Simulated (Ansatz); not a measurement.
**AlP (zincblende) under strain**

AlP in the zincblende structure, relaxed with r2SCAN in the PAW code Ansatz. The symmetry is F-43m (No. 216, cubic); conventional cell a = 5.479 Å, 20.55 Å³ an atom. Al is surrounded by 4 P at 2.37 Å; P is surrounded by 4 Al at 2.37 Å.

The axes x, y and z are those of this cell:
```
Al P
1.0
     0.00000    2.73926    2.73926
     2.73926    0.00000    2.73926
     2.73926    2.73926    0.00000
Al P
1 1
Direct
  0.00000 0.00000 0.00000
  0.25000 0.25000 0.25000
```

Unstrained: PBE gives an indirect gap of 1.602 eV, from Γ to X; the least direct gap is 3.221 eV at Γ. With r2SCAN the valence top lies at Γ and the conduction bottom at X, 1.927 eV higher; the smallest vertical gap, at Γ, is 3.908 eV. With HSE06 the valence top lies at Γ and the conduction bottom at X, 2.285 eV higher; the smallest vertical gap, at Γ, is 4.157 eV. Meshes: PBE 8×8×8, r2SCAN 8×8×8, HSE06 6×6×6. Strains are changes of length per length. After each strain the atoms were relaxed again with r2SCAN within the symmetry that the strain leaves, so tilts or polar shifts that break it weren't tested; points keep the names that they have in the unstrained zone. (Simulation; spin polarisation is off.)

Changes of the least gap in eV (an overlap counts as a negative gap):
```tsv
strain	volume change (%)	space group	PBE	r2SCAN	HSE06	G0W0@PBE (mesh)	energy rise, r2SCAN (meV/atom)
isotropic -4.0 % on every length	-11.5	F-43m	-0.267	-0.252	-0.261	-0.23	94.8
isotropic -3.0 % on every length	-8.7	F-43m	-0.194	-0.182	-0.189	-0.17	51.7
isotropic -2.0 % on every length	-5.9	F-43m	-0.125	-0.117	-0.121	-0.10	22.3
isotropic -1.0 % on every length	-3.0	F-43m	-0.061	-0.056	-0.058	-0.05	5.4
isotropic +1.0 % on every length	+3.0	F-43m	+0.056	+0.051	+0.054	+0.04	5.0
isotropic +2.0 % on every length	+6.1	F-43m	+0.108	+0.099	+0.104	+0.08	19.6
isotropic +3.0 % on every length	+9.3	F-43m	+0.158	+0.143	+0.150	+0.11	42.8
isotropic +4.0 % on every length	+12.5	F-43m	+0.203	+0.183	+0.192	+0.14	73.9
```
Unstrained, G0W0@PBE with 171 empty bands, a screening cutoff of 150 eV and a 4×4×4 mesh gives 2.31 eV on its mesh; the band count follows the volume. G0W0 here is at a finite number of bands, screening cutoff and k mesh, not at the basis limit.

Isotropic -4.0 % on every length. HSE06: the gap goes from 2.285 to 2.024 eV (-0.261 eV). Stress change with r2SCAN, compression positive: xx +14.18, yy +14.18, zz +14.18 GPa. For HSE06, dE_g/d ln V = 2.1 eV over this step.

Isotropic -3.0 % on every length. HSE06: the gap goes from 2.285 to 2.096 eV (-0.189 eV). Stress change with r2SCAN, compression positive: xx +9.95, yy +9.95, zz +9.95 GPa. For HSE06, dE_g/d ln V = 2.1 eV over this step.

Isotropic -2.0 % on every length. HSE06: the gap goes from 2.285 to 2.164 eV (-0.121 eV). Stress change with r2SCAN, compression positive: xx +6.20, yy +6.20, zz +6.20 GPa. For HSE06, dE_g/d ln V = 2.0 eV over this step.

Isotropic -1.0 % on every length. HSE06: the gap goes from 2.285 to 2.227 eV (-0.058 eV). Stress change with r2SCAN, compression positive: xx +2.90, yy +2.90, zz +2.90 GPa. For HSE06, dE_g/d ln V = 1.9 eV over this step.

Isotropic +1.0 % on every length. HSE06: the gap goes from 2.285 to 2.339 eV (+0.054 eV). Stress change with r2SCAN, compression positive: xx -2.54, yy -2.54, zz -2.54 GPa. For HSE06, dE_g/d ln V = 1.8 eV over this step.

Isotropic +2.0 % on every length. HSE06: the gap goes from 2.285 to 2.389 eV (+0.104 eV). Stress change with r2SCAN, compression positive: xx -4.76, yy -4.76, zz -4.76 GPa. For HSE06, dE_g/d ln V = 1.8 eV over this step.

Isotropic +3.0 % on every length. HSE06: the gap goes from 2.285 to 2.435 eV (+0.150 eV). Stress change with r2SCAN, compression positive: xx -6.69, yy -6.69, zz -6.69 GPa. For HSE06, dE_g/d ln V = 1.7 eV over this step.

Isotropic +4.0 % on every length. HSE06: the gap goes from 2.285 to 2.477 eV (+0.192 eV). Stress change with r2SCAN, compression positive: xx -8.35, yy -8.35, zz -8.35 GPa. For HSE06, dE_g/d ln V = 1.6 eV over this step.

The meshes of the hybrids are coarse, so their gaps aren't converged to the digits shown.
